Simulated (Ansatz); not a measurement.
## ZnS: Field gradients at the nuclei

The cell is a Materials Project structure (computed, not necessarily an observed phase), atoms as given.

```
Zn S
1.0
     1.92757    1.11289   25.15312
    -1.92757    1.11289   25.15312
     0.00000   -2.22577   25.15312
Zn S
8 8
Direct
  0.70832 0.70832 0.70832
  0.29165 0.29165 0.29165
  0.58333 0.58333 0.58333
  0.45833 0.45833 0.45833
  0.99998 0.99998 0.99998
  0.16666 0.16666 0.16666
  0.08332 0.08332 0.08332
  0.87499 0.87499 0.87499
  0.42707 0.42707 0.42707
  0.84376 0.84376 0.84376
  0.26043 0.26043 0.26043
  0.13545 0.13545 0.13545
  0.55210 0.55210 0.55210
  0.67707 0.67707 0.67707
  0.96876 0.96876 0.96876
  0.05212 0.05212 0.05212
```

Atoms are numbered from 1 in the order listed; like atoms form one site, named after its first atom.

All values are calculated (Ansatz; DFT, PBE, plane waves and PAW (field gradients read without the response of the frozen cores, which leaves them typically 4 to 6 % off), scalar-relativistic, 420 eV cutoff, Γ-centred 8×8×8 k-points, Fermi–Dirac smearing 0.02 eV), not measured.

V_zz is the principal component of the electric field gradient with the largest magnitude, η = (V_xx − V_yy)/V_zz and C_Q = eQV_zz/h.

⁶⁷Zn: I = 5/2, Q = 122.0 mb; ³³S: I = 3/2, Q = -69.40 mb. Nuclear quadrupole moments: year-2017 set (Pyykkö).

```tsv
site	atoms (order as listed)	first shell	V_zz (10²¹ V/m²)	η	C_Q (MHz)
Zn1	1	4 S at 2.36 Å	-0.18	0.00	-0.541
Zn2	2, 8	4 S at 2.36 Å	-0.085	0.00	-0.252
Zn3	3	4 S at 2.36 Å	-0.081	0.00	-0.239
Zn4	4	4 S at 2.36 Å	-0.18	0.00	-0.520
Zn5	5	4 S at 2.36 Å	-0.045	0.00	-0.132
Zn6	6	4 S at 2.36 Å	-0.094	0.00	-0.278
Zn7	7	4 S at 2.35–2.36 Å	-0.051	0.00	-0.151
S9	9	4 Zn at 2.36 Å	0.14	0.00	-0.232
S10	10, 11, 13, 15	4 Zn at 2.36 Å	<0.005	–	≈0
S12	12	4 Zn at 2.36 Å	0.051	0.00	-0.085
S14	14	4 Zn at 2.36 Å	0.14	0.00	-0.227
S16	16	4 Zn at 2.35–2.36 Å	0.059	0.00	-0.099
```

An axis of threefold or higher order runs through Zn1, Zn2, Zn3, Zn4, Zn5 and Zn6 and others, so V_zz lies along it and η is zero.

The run took 2.3 min of wall time (2.2 min of CPU time) and 1.4 GiB at its peak, on 1 thread of AMD EPYC 9R14 (Zen 4) (x86_64; 16 cores open to the job, memory cap 3.0 GiB, no GPU), a shared host with a load of 0.2 a core.
